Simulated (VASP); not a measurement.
The input files of a VASP run:

### INCAR
```
SYSTEM = BeO
PREC = Accurate
ENCUT = 300
EDIFF = 1E-6
NELM = 100
ALGO = Normal
LREAL = .FALSE.
LASPH = .TRUE.
ISMEAR = 0
SIGMA = 0.05
GGA = PE
LWAVE = .FALSE.
LCHARG = .FALSE.
ISIF = 3
IBRION = 2
NSW = 40
EDIFFG = -0.01
```

POSCAR:
```
BeO
1
    1.3500000000    -2.3382690000     0.0000000000
    1.3500000000     2.3382690000     0.0000000000
    0.0000000000     0.0000000000     4.3800000000
Be O
2 2
Direct
  0.6666670000   0.3333330000   0.5000000000
  0.3333330000   0.6666670000   0.0000000000
  0.6666670000   0.3333330000   0.8780000000
  0.3333330000   0.6666670000   0.3780000000
```

### KPOINTS
```
Automatic mesh
0
Gamma
7 7 4
0 0 0
```

POTCAR, in this order: Be O (PBE.64 set). Program: vasp_std.

The run wrote:

### standard output
```
...
   3 F= -.29354641E+02 E0= -.29354641E+02  d E =-.521213E+00
 curvature:  -0.18 expect dE=-0.150E-02 dE for cont linesearch -0.148E-02
 ZBRENT: interpolating
 opt :   0.3893  next Energy=   -29.356074 (dE=-0.523E+00)
 bond charge predicted
       N       E                     dE             d eps       ncg     rms          rms(c)
DAV:   1    -0.293592603765E+02   -0.46181E-02   -0.58541E-02   632   0.260E+00    0.394E-01
DAV:   2    -0.293563118314E+02    0.29485E-02   -0.86388E-03   644   0.914E-01    0.745E-02
DAV:   3    -0.293562469198E+02    0.64912E-04   -0.53819E-04   696   0.214E-01    0.192E-02
DAV:   4    -0.293562258792E+02    0.21041E-04   -0.30615E-05   652   0.544E-02    0.101E-02
DAV:   5    -0.293562223456E+02    0.35336E-05   -0.58058E-06   596   0.219E-02    0.145E-03
DAV:   6    -0.293562228541E+02   -0.50854E-06   -0.11955E-07   308   0.373E-03
   4 F= -.29356223E+02 E0= -.29356223E+02  d E =-.522795E+00
 curvature:  -0.18 expect dE=-0.226E-04 dE for cont linesearch -0.447E-05
 ZBRENT: interpolating
 opt :   0.3971  next Energy=   -29.356228 (dE=-0.523E+00)
 bond charge predicted
       N       E                     dE             d eps       ncg     rms          rms(c)
DAV:   1    -0.293565458405E+02   -0.32349E-03   -0.91159E-03   628   0.103E+00    0.155E-01
DAV:   2    -0.293560924392E+02    0.45340E-03   -0.13421E-03   644   0.361E-01    0.294E-02
DAV:   3    -0.293560820709E+02    0.10368E-04   -0.83838E-05   688   0.845E-02    0.756E-03
DAV:   4    -0.293560773241E+02    0.47468E-05   -0.47408E-06   624   0.214E-02    0.397E-03
DAV:   5    -0.293560762868E+02    0.10373E-05   -0.84166E-07   300   0.862E-03    0.482E-04
DAV:   6    -0.293560765020E+02   -0.21511E-06   -0.62108E-08   300   0.306E-03
   5 F= -.29356077E+02 E0= -.29356077E+02  d E =-.522649E+00
 curvature:  -0.19 expect dE=-0.169E-03 dE for cont linesearch -0.149E-03
 ZBRENT: accuracy reached
 trial: gam= 0.00000 g(F)=  0.909E-04 g(S)=  0.799E-03 ort =-0.453E-01 (trialstep = 0.879E+00)
 search vector abs. value=  0.890E-03
 bond charge predicted
       N       E                     dE             d eps       ncg     rms          rms(c)
DAV:   1    -0.293577059290E+02   -0.16296E-02   -0.41922E-02   628   0.217E+00    0.289E-01
DAV:   2    -0.293560854842E+02    0.16204E-02   -0.45803E-03   676   0.668E-01    0.577E-02
DAV:   3    -0.293560475096E+02    0.37975E-04   -0.31335E-04   652   0.163E-01    0.151E-02
DAV:   4    -0.293560429838E+02    0.45258E-05   -0.21269E-05   680   0.450E-02    0.830E-03
DAV:   5    -0.293560430307E+02   -0.46854E-07   -0.43995E-06   580   0.191E-02
   6 F= -.29356043E+02 E0= -.29356043E+02  d E =0.334713E-04
 trial-energy change:    0.000033  1 .order    0.000031   -0.000782    0.000845
 step:   0.4227(harm=  0.4227)  dis= 0.00044  next Energy=   -29.356265 (dE=-0.188E-03)
 bond charge predicted
       N       E                     dE             d eps       ncg     rms          rms(c)
DAV:   1    -0.293567066523E+02   -0.66367E-03   -0.11291E-02   632   0.113E+00    0.150E-01
DAV:   2    -0.293562776259E+02    0.42903E-03   -0.12334E-03   672   0.347E-01    0.301E-02
DAV:   3    -0.293562669369E+02    0.10689E-04   -0.84870E-05   660   0.849E-02    0.788E-03
DAV:   4    -0.293562627741E+02    0.41628E-05   -0.57134E-06   644   0.234E-02    0.431E-03
DAV:   5    -0.293562618984E+02    0.87568E-06   -0.11031E-06   296   0.986E-03
   7 F= -.29356262E+02 E0= -.29356262E+02  d E =-.185396E-03
 curvature:  -0.21 expect dE=-0.828E-05 dE for cont linesearch -0.355E-08
 trial: gam= 0.03966 g(F)=  0.211E-04 g(S)=  0.181E-04 ort = 0.387E-05 (trialstep = 0.788E+00)
 search vector abs. value=  0.409E-04
 bond charge predicted
       N       E                     dE             d eps       ncg     rms          rms(c)
DAV:   1    -0.293562865168E+02   -0.23743E-04   -0.24191E-03   576   0.494E-01    0.180E-02
DAV:   2    -0.293562861316E+02    0.38513E-06   -0.26292E-05   740   0.504E-02    0.928E-03
DAV:   3    -0.293562829633E+02    0.31683E-05   -0.16716E-06   416   0.141E-02    0.248E-03
DAV:   4    -0.293562821252E+02    0.83815E-06   -0.38814E-07   292   0.692E-03
   8 F= -.29356282E+02 E0= -.29356282E+02  d E =-.202267E-04
 trial-energy change:   -0.000020  1 .order   -0.000020   -0.000031   -0.000008
 step:   1.0754(harm=  1.0754)  dis= 0.00059  next Energy=   -29.356283 (dE=-0.211E-04)
 reached required accuracy - stopping structural energy minimisation
```

**OUTCAR**
```
------------------------ aborting loop because EDIFF is reached ----------------------------------------
  FORCE on cell =-STRESS in cart. coord.  units (eV):
  Direction    XX          YY          ZZ          XY          YZ          ZX
  --------------------------------------------------------------------------------------
  Total       -0.0069429     -0.0069429      0.0103411      0.0000000      0.0000000      0.0000000
  in kB       -0.4547758     -0.4547759      0.6773697      0.0000000      0.0000000      0.0000000
  external PRESSURE =      -0.0773940 kB  Pullay stress =       0.0000000 kB
  volume of cell :       24.46
      direct lattice vectors                 reciprocal lattice vectors
     1.295463863 -2.243809589 -0.000000000     0.385962136 -0.222835308  0.000000000
     1.295463863  2.243809589  0.000000000     0.385962136  0.222835308  0.000000000
     0.000000000  0.000000000  4.207380052     0.000000000 -0.000000000  0.237677602
 POSITION                                       TOTAL-FORCE (eV/Angst)
 -----------------------------------------------------------------------------------
      1.29546     -0.74794      2.10468        -0.000000     -0.000000      0.001930
      1.29546      0.74794      0.00099        -0.000000      0.000000      0.001930
      1.29546     -0.74794      3.69309         0.000000      0.000000     -0.001930
      1.29546      0.74794      1.58940         0.000000     -0.000000     -0.001930
 -----------------------------------------------------------------------------------
    total drift:                               -0.000000      0.001522      0.000425
  FREE ENERGIE OF THE ION-ELECTRON SYSTEM (eV)
  ---------------------------------------------------
  free  energy   TOTEN  =       -29.3562821252 eV

  energy  without entropy=      -29.3562821252  energy(sigma->0) =      -29.35628213

 reached required accuracy - stopping structural energy minimisation
```
(Selected blocks of OUTCAR.)

Question: From input and log, find the fault in this run and mend it.

Answer: The cause: ENCUT is too low for a cell relaxation, so Pulay stress biases the volume. The run ends without an error. Against the sound run, the energy per atom (σ→0) decreases by 0.224 eV/atom; the pressure falls by 0.01 GPa; the largest force falls by 0.001 eV/Å; the volume drops by 13 %. To mend it, set ENCUT = 520.

The mended run (PBE GGA, plane waves, VASP's PBE PAW potentials (set 64)) converges, and its OSZICAR ends with
```
   3 F= -.28460770E+02 E0= -.28460770E+02  d E =-.481491E-02
```

The compound is BeO in the wurtzite structure.
